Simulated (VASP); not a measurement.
# CuI (F-43m) in VASP: further runs

Runs on CuI. Level: PBE. Tasks: single point.

Everything below comes from runs of VASP 6.6.1. Logs are shortened: lines on timing, memory, paths and dates and some standing lists are left out, and cuts for length are marked.

## (1) The structure

It takes space group F-43m (No. 216, cubic). The conventional cell has a = 6.078 Å, b = 6.078 Å, c = 6.078 Å, α = 90.00°, β = 90.00°, γ = 90.00°. Around Cu (site symmetry -43m) lie 4 I at 2.63 Å. I (site symmetry -43m) is surrounded by 4 Cu at 2.63 Å.

## (2) Single point, PBE

File INCAR:

```
ALGO = Normal
EDIFF = 1E-6
ENCUT = 520
GGA = PE
ISIF = 2
ISMEAR = 0
LASPH = T
LCHARG = F
LREAL = F
LWAVE = F
NBANDS = 16
NELM = 100
PREC = Accurate
SIGMA = 0.05
```

File KPOINTS:

```
k-points
0
Gamma
  8 8 8
```

File POSCAR:

```
CuI
1.0
    0.0000000000      3.0390034135      3.0390034135
    3.0390034135      0.0000000000      3.0390034135
    3.0390034135      3.0390034135      0.0000000000
Cu I
1 1
Direct
    0.7500000000      0.7500000000      0.7500000000
    0.0000000000      0.0000000000      0.0000000000
```

Potentials or basis: VASP PAW PBE potentials, release 64 (Cu, I).

Started as:

```sh
$ cat potpaw_PBE.64/Cu/POTCAR potpaw_PBE.64/I/POTCAR > POTCAR
$ mpirun -np 1 vasp_std > vasp.out
```

OUTCAR:

```text
EDIFF = 1E-6
   ENCUT = 520
   GGA = PE
   ISIF = 2
   ISMEAR = 0
   LASPH = T
   LREAL = F
   NELM = 100
   PREC = Accurate

 ion  position               nearest neighbor table
   1  0.750  0.750  0.750-   2 2.63   2 2.63   2 2.63   2 2.63
   2  0.000  0.000  0.000-   1 2.63   1 2.63   1 2.63   1 2.63

  LATTYP: Found a face centered cubic cell.
 ALAT       =     6.0780068270

  Lattice vectors:

 A1 = (   0.0000000000,   3.0390034135,   3.0390034135)
 A2 = (   3.0390034135,   0.0000000000,   3.0390034135)
 A3 = (   3.0390034135,   3.0390034135,   0.0000000000)

Analysis of symmetry for initial positions (statically):
=====================================================================
 Subroutine PRICEL returns:
 Original cell was already a primitive cell.

 Routine SETGRP: Setting up the symmetry group for a
 face centered cubic supercell.

 Subroutine GETGRP returns: Found 24 space group operations
 (whereof 24 operations were pure point group operations)
 out of a pool of 48 trial point group operations.

The static configuration has the point symmetry T_d .

Analysis of symmetry for dynamics (positions and initial velocities):
=====================================================================
 Subroutine PRICEL returns:
 Original cell was already a primitive cell.

 Routine SETGRP: Setting up the symmetry group for a
 face centered cubic supercell.

 Subroutine GETGRP returns: Found 24 space group operations
 (whereof 24 operations were pure point group operations)
 out of a pool of 48 trial point group operations.

The dynamic configuration has the point symmetry T_d .

 Subroutine INISYM returns: Found 24 space group operations
 (whereof 24 operations are pure point group operations),
 and found     1 'primitive' translations

----------------------------------------------------------------------------------------

                                     Primitive cell

  volume of cell :      56.1337

  direct lattice vectors                    reciprocal lattice vectors
     0.000000000  3.039003414  3.039003414    -0.164527620  0.164527620  0.164527620
     3.039003414  0.000000000  3.039003414     0.164527620 -0.164527620  0.164527620
     3.039003414  3.039003414  0.000000000     0.164527620  0.164527620 -0.164527620

  length of vectors
     4.297799843  4.297799843  4.297799843     0.284970198  0.284970198  0.284970198

  position of ions in fractional coordinates (direct lattice)
     0.750000000  0.750000000  0.750000000
     0.000000000  0.000000000  0.000000000

  ion indices of the primitive-cell ions
   primitive index   ion index
                 1           1
                 2           2

----------------------------------------------------------------------------------------

 KPOINTS: k-points

Automatic generation of k-mesh.
 Grid dimensions read from file:
 generate k-points for:    8    8    8

 Generating k-lattice:

  Cartesian coordinates                     Fractional coordinates (reciprocal lattice)
    -0.020565953  0.020565953  0.020565953     0.125000000  0.000000000  0.000000000
     0.020565953 -0.020565953  0.020565953     0.000000000  0.125000000  0.000000000
     0.020565953  0.020565953 -0.020565953     0.000000000  0.000000000  0.125000000

  Length of vectors
     0.035621275  0.035621275  0.035621275

  Shift w.r.t. Gamma in fractional coordinates (k-lattice)
     0.000000000  0.000000000  0.000000000

 Subroutine IBZKPT returns following result:
 ===========================================

 Found     29 irreducible k-points:

 Following reciprocal coordinates:
            Coordinates               Weight
  0.000000  0.000000  0.000000      1.000000
  0.125000  0.000000  0.000000      8.000000
  0.250000  0.000000  0.000000      8.000000
  0.375000  0.000000  0.000000      8.000000
  0.500000  0.000000  0.000000      4.000000
  0.125000  0.125000  0.000000      6.000000
[... 16 lines left out ...]
  0.500000  0.250000  0.125000     48.000000
 -0.375000  0.250000  0.125000     24.000000
 [... further k-points ...]
   k-points           NKPTS =     29   k-points in BZ     NKDIM =     29   number of bands    NBANDS=     16
   number of dos      NEDOS =    301   number of ions     NIONS =      2
   total plane-waves  NPLWV =  32768
   dimension x,y,z NGX =    32 NGY =   32 NGZ =   32
   dimension x,y,z NGXF=    64 NGYF=   64 NGZF=   64
   ions per type =               1   1
   NGX,Y,Z   is equivalent  to a cutoff of  12.38, 12.38, 12.38 a.u.
   NGXF,Y,Z  is equivalent  to a cutoff of  24.76, 24.76, 24.76 a.u.
 SYSTEM =  unknown system
   PREC   = accura    normal or accurate (medium, high low for compatibility)
   ISTART =      0    job   : 0-new  1-cont  2-samecut
   ICHARG =      2    charge: 1-file 2-atom 10-const
   ISPIN  =      1    spin polarized calculation?
   LNONCOLLINEAR =      F non collinear calculations
   LSORBIT =      F    spin-orbit coupling
   LASPH  =      T    aspherical Exc in radial PAW
   ENCUT  =  520.0 eV  38.22 Ry    6.18 a.u.   7.99  7.99  7.99*2*pi/ulx,y,z
   NELM   =    100;   NELMIN=  2; NELMDL= -5     # of ELM steps
   EDIFF  = 0.1E-05   stopping-criterion for ELM
   LREAL  =      F    real-space projection
   EDIFFG = 0.1E-04   stopping-criterion for IOM
   NSW    =      0    number of steps for IOM
   IBRION =     -1    ionic relax: 0-MD 1-quasi-New 2-CG
   NFREE  =      0    steps in history (QN), initial steepest desc. (CG)
   ISIF   =      2    stress and relaxation
   ISYM   =      2    0-nonsym 1-usesym 2-fastsym
   POTIM  = 0.5000    time-step for ionic-motion
   TEBEG  =    0.0;   TEEND  =   0.0 temperature during run
   PSTRESS=    0.0 pullay stress
   NELECT =      18.0000    total number of electrons
   NUPDOWN=      -1.0000    fix difference up-down
   EMIN   =  10.00;   EMAX   =-10.00  energy-range for DOS
   EFERMI =   0.00;   METHOD = LEGACY
   ISMEAR =     0;   SIGMA  =   0.05  broadening in eV -4-tet -1-fermi 0-gaus
   EFERMI_NEDOS =   21; number of points for ismear=-14 and -15
   IALGO  =     38    algorithm
   IMIX   =      4    mixing-type and parameters
     AMIX     =   0.40;   BMIX     =  1.00
     AMIX_MAG =   1.60;   BMIX_MAG =  1.00
  volume/ion in A,a.u.               =      28.07       189.40
  Fermi-wavevector in a.u.,A,eV,Ry     =   1.120533  2.117499 17.083383  1.255593
  Thomas-Fermi vector in A             =   2.257180
   LORBIT       =      0    0 simple, 1 ext, 2 COOP (PROOUT), +10 PAW based schemes
   GGA     = PE    functional components
   LHFCALC =     F    Hartree Fock is set to
   AEXX    =    0.0000 exact exchange contribution
   IVDW    =     0    specifies the selected vdW correction
   LEPSILON=     F    determine dielectric tensor
   LRPA    =     F    only Hartree local field effects (RPA)
 non-spin polarized calculation
 Gauss-broadening in eV      SIGMA  =   0.05
  energy-cutoff  :      520.00
  volume of cell :       56.13
 maximum number of plane-waves:      1540
   NGX = 15   NGY = 15   NGZ = 15

 number of electron      18.0000012 magnetization

 Free energy of the ion-electron system (eV)
  ---------------------------------------------------
  ext. energy  EPLUGINS =         0.00000000
  ---------------------------------------------------
  free energy    TOTEN  =        -5.56257144 eV

  energy without entropy =       -5.56257144  energy(sigma->0) =       -5.56257144

 E-fermi :   4.5593     XC(G=0):  -8.9033

 val. band max:        4.3487206590   @ k =   0.0000   0.0000   0.0000
 cond. band min:       5.4738346449   @ k =   0.0000   0.0000   0.0000
 fundamental gap:      1.1251139859
 Fermi energy:         4.5593072858

 k-point     1 :       0.0000    0.0000    0.0000
  band No.  band energies     occupation
      1      -9.6203      2.00000
      2       0.7442      2.00000
      3       0.7442      2.00000
      4       0.7442      2.00000
      5       2.5267      2.00000
      6       2.5267      2.00000
[... 8 lines left out ...]
     15      13.9147      0.00000
     16      13.9147      0.00000

 k-point     2 :       0.1250    0.0000    0.0000
  band No.  band energies     occupation
      1      -9.5492      2.00000
      2       0.4492      2.00000
      3       0.7496      2.00000
      4       0.7496      2.00000
      5       2.5207      2.00000
      6       2.5207      2.00000
[... 8 lines left out ...]
     15      13.2660      0.00000
     16      13.2720      0.00000

 k-point     3 :       0.2500    0.0000    0.0000
  band No.  band energies     occupation
      1      -9.3672      2.00000
      2      -0.2473      2.00000
      3       0.7596      2.00000
      4       0.7596      2.00000
      5       2.5179      2.00000
      6       2.5179      2.00000
[... 8 lines left out ...]
     15      13.0655      0.00000
     16      13.2702      0.00000

 k-point     4 :       0.3750    0.0000    0.0000
  band No.  band energies     occupation
      1      -9.1679      2.00000
      2      -0.9155      2.00000
      3       0.7649      2.00000
      4       0.7649      2.00000
      5       2.5372      2.00000
      6       2.5372      2.00000
[... 8 lines left out ...]
     15      13.9726      0.00000
     16      13.9726      0.00000

 k-point     5 :       0.5000    0.0000    0.0000
  band No.  band energies     occupation
      1      -9.0793      2.00000
      2      -1.1854      2.00000
      3       0.7655      2.00000
      4       0.7655      2.00000
      5       2.5542      2.00000
      6       2.5542      2.00000
[... 8 lines left out ...]
     15      15.1996      0.00000
     16      15.1996      0.00000

 k-point     6 :       0.1250    0.1250    0.0000
  band No.  band energies     occupation
      1      -9.5254      2.00000
      2       0.4121      2.00000
      3       0.7273      2.00000
      4       0.7273      2.00000
      5       2.4958      2.00000
      6       2.5392      2.00000
[... 8 lines left out ...]
     15      13.6847      0.00000
     16      14.0686      0.00000

 k-point     7 :       0.2500    0.1250    0.0000
  band No.  band energies     occupation
      1      -9.3799      2.00000
      2      -0.0869      2.00000
      3       0.7095      2.00000
      4       0.7192      2.00000
      5       2.4742      2.00000
      6       2.5484      2.00000
[... 8 lines left out ...]
     15      13.9391      0.00000
     16      14.4454      0.00000

 k-point     8 :       0.3750    0.1250    0.0000
  band No.  band energies     occupation
      1      -9.1839      2.00000
      2      -0.7018      2.00000
      3       0.6450      2.00000
      4       0.7266      2.00000
      5       2.4873      2.00000
      6       2.5600      2.00000
[... 8 lines left out ...]
     15      14.1361      0.00000
     16      14.5539      0.00000

 k-point     9 :       0.5000    0.1250    0.0000
  band No.  band energies     occupation
      1      -9.0545      2.00000
      2      -1.0676      2.00000
      3       0.5624      2.00000
      4       0.7471      2.00000
      5       2.5118      2.00000
      6       2.5573      2.00000
[... 8 lines left out ...]
     15      14.7817      0.00000
     16      15.2196      0.00000
[... 172 lines left out ...]
 k-point    19 :       0.5000    0.3750    0.0000
  band No.  band energies     occupation
      1      -8.9251      2.00000
      2      -1.0385      2.00000
      3       0.4369      2.00000
      4       0.6532      2.00000
      5       2.4517      2.00000
      6       2.5923      2.00000
[... 8 lines left out ...]
     15      15.5549      0.00000
     16      16.4982      0.00000

 k-point    20 :      -0.3750    0.3750    0.0000
  band No.  band energies     occupation
      1      -8.9097      2.00000
      2      -0.8673      2.00000
      3      -0.0079      2.00000
      4       0.6932      2.00000
      5       2.4041      2.00000
      6       2.5519      2.00000
[... 8 lines left out ...]
     15      14.3337      0.00000
     16      17.6005      0.00000

 k-point    21 :       0.5000    0.5000    0.0000
  band No.  band energies     occupation
      1      -8.8960      2.00000
      2      -1.1714      2.00000
      3       0.6326      2.00000
      4       0.6326      2.00000
      5       2.5039      2.00000
      6       2.5830      2.00000
[... 8 lines left out ...]
     15      15.6022      0.00000
     16      16.3430      0.00000

 k-point    22 :       0.3750    0.2500    0.1250
  band No.  band energies     occupation
      1      -9.2261      2.00000
      2      -0.4474      2.00000
      3       0.5278      2.00000
      4       0.7437      2.00000
      5       2.4589      2.00000
      6       2.5633      2.00000
[... 8 lines left out ...]
     15      14.6026      0.00000
     16      15.6477      0.00000

 k-point    23 :       0.5000    0.2500    0.1250
  band No.  band energies     occupation
      1      -9.0608      2.00000
      2      -0.7850      2.00000
      3       0.3053      2.00000
      4       0.7289      2.00000
      5       2.4814      2.00000
      6       2.5419      2.00000
[... 8 lines left out ...]
     15      14.9726      0.00000
     16      15.8066      0.00000

 k-point    24 :      -0.3750    0.2500    0.1250
  band No.  band energies     occupation
      1      -8.9884      2.00000
      2      -0.9283      2.00000
      3       0.2086      2.00000
      4       0.7157      2.00000
      5       2.4641      2.00000
      6       2.5380      2.00000
[... 8 lines left out ...]
     15      15.0813      0.00000
     16      15.6304      0.00000

 [... further k-points ...]

------------------------ aborting loop because EDIFF is reached ----------------------------------------

  FORCE on cell =-STRESS in cart. coord.  units (eV):
  Direction    XX          YY          ZZ          XY          YZ          ZX
  --------------------------------------------------------------------------------------
  -------------------------------------------------------------------------------------
  Total        0.1302576      0.1302576      0.1302576      0.0000000      0.0000000      0.0000000
  in kB        3.7178358      3.7178358      3.7178358      0.0000000      0.0000000      0.0000000
  external PRESSURE =       3.7178358 kB  Pullay stress =       0.0000000 kB

 VOLUME and BASIS-vectors are now :
 -----------------------------------------------------------------------------
  energy-cutoff  :      520.00
  volume of cell :       56.13
      direct lattice vectors                 reciprocal lattice vectors
     0.000000000  3.039003414  3.039003414    -0.164527620  0.164527620  0.164527620
     3.039003414  0.000000000  3.039003414     0.164527620 -0.164527620  0.164527620
     3.039003414  3.039003414  0.000000000     0.164527620  0.164527620 -0.164527620

 POSITION                                       TOTAL-FORCE (eV/Angst)
 -----------------------------------------------------------------------------------
      4.55851      4.55851      4.55851        -0.000000     -0.000000     -0.000000
      0.00000      0.00000      0.00000         0.000000      0.000000      0.000000
 -----------------------------------------------------------------------------------
    total drift:                               -0.000001     -0.000001     -0.000001

  FREE ENERGIE OF THE ION-ELECTRON SYSTEM (eV)
  ---------------------------------------------------
  free  energy   TOTEN  =        -5.5625714430 eV

  energy  without entropy=       -5.5625714430  energy(sigma->0) =       -5.56257144
```

It took 18 s on 1 thread of Intel Xeon Platinum 8488C (Sapphire Rapids), shared host; peak memory 0.18 GiB.

Results:

* Free energy: -5.5626 eV
* Pressure: 0.4 GPa
* Band gap on the k mesh: 1.13 eV, direct

Caveat: spin-orbit coupling is left out, which moves the levels of the heavy elements.

## (3) Single point, PBE (the relaxed cell repeated 2 times)

File INCAR:

```
SYSTEM = CuI
PREC = Accurate
ENCUT = 520
EDIFF = 1E-6
ISMEAR = 0
SIGMA = 0.05
LREAL = .False.
LASPH = .True.
NELM = 100
ALGO = Fast
ISIF = 2
LWAVE = .False.
LCHARG = .False.
GGA = PE
NBANDS = 26
```

File KPOINTS:

```
regular mesh
0
Gamma
  6 6 4
  0 0 0
```

File POSCAR:

```
CuI
1.0
    0.0000000000     -3.0390034135     -3.0390034135
    0.0000000000      3.0390034135     -3.0390034135
    6.0780068270      0.0000000000      0.0000000000
Cu I
2 2
Direct
    0.0000000000      0.5000000000      0.2500000000
    0.5000000000      0.0000000000      0.7500000000
    0.5000000000      0.5000000000      0.5000000000
    0.0000000000      0.0000000000      0.0000000000
```

Potentials or basis: VASP PAW PBE potentials, release 64 (Cu, I).

Started as:

```sh
$ cat potpaw_PBE.64/Cu/POTCAR potpaw_PBE.64/I/POTCAR > POTCAR
$ mpirun -np 1 vasp_std > vasp.out
```

Wall time 54 s (1 thread of Intel Xeon Platinum 8488C (Sapphire Rapids), shared host); peak memory 0.25 GiB.

The run converged. Its results:

- Free energy: -11.1238 eV
- Pressure: 0.1 GPa
- Band gap on the k mesh: 1.12 eV

Levels at points of the mesh, in eV from the valence-band top:
```tsv
k point	band 15	band 16	band 17	band 18	band 19	band 20	band 21	band 22
(0.00, 0.00, 0.00)	-1.47	0.00	0.00	0.00	1.12	2.73	2.91	4.88
(0.50, 0.00, 0.00)	-1.35	-1.35	-0.67	-0.67	3.44	3.44	5.24	5.24
(0.50, 0.50, 0.00)	-1.47	-1.47	-1.47	-1.47	2.73	2.73	2.91	2.91
(0.00, 0.00, 0.50)	-0.86	-0.86	-0.86	-0.86	3.20	3.20	3.41	3.41
(0.50, 0.00, 0.50)	-0.70	-0.70	-0.70	-0.70	2.15	2.15	5.41	5.41
(0.50, 0.50, 0.50)	-1.58	-1.58	-1.24	-1.24	4.47	4.47	4.65	4.65
```

Caveat: spin-orbit coupling is left out, which moves the levels of the heavy elements.
